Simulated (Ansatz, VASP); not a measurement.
## CuI in VASP and in Ansatz

```
Cu I
1.0
     3.89979    0.00000    0.00000
     0.00000    3.89979    0.00000
     0.00000    0.00000    5.82233
Cu I
2 2
Direct
  0.50000 0.50000 0.00000
  0.00000 0.00000 0.00000
  0.50000 0.00000 0.29637
  0.00000 0.50000 0.70363
```

Alike in both runs: functional PBE; dispersion D3(BJ); k mesh 8 × 8 × 6; occupations gaussian, width 0.02 eV; no spin polarisation.

Ansatz relaxed the structure, and its values are those at the end. VASP's run is a single point on that final structure, the one shown.

|  | VASP | Ansatz |
| --- | --- | --- |
| version | VASP 6.6.1 | Ansatz 0.2.0 |
| potentials or method | VASP PAW PBE potentials, release 64 (Cu, I) | scalar-relativistic, plane waves, PAW |
| plane-wave cutoff (eV) | 520 | 420 |
| valence electrons in the cell | 36 | 72 |

Ansatz gave:

| Quantity | Value |
| --- | --- |
| gap on the k mesh at the Fermi level (eV) | 1.52 |
| least direct gap on the mesh (eV) | 1.52 |
| pressure (GPa) | 4.8 |

**Question.** What did VASP give for the same quantities?

**Answer.** gap on the k mesh at the Fermi level (eV): 1.53; least direct gap on the mesh (eV): 1.53; pressure (GPa): 4.9.

The two sets of potentials don't hold the same shells in valence.

Caveats: spin-orbit coupling is left out, which moves the levels of the heavy elements. Expect the measured gap to be larger: semilocal functionals such as PBE lack the derivative discontinuity. A k mesh can miss the band edges.
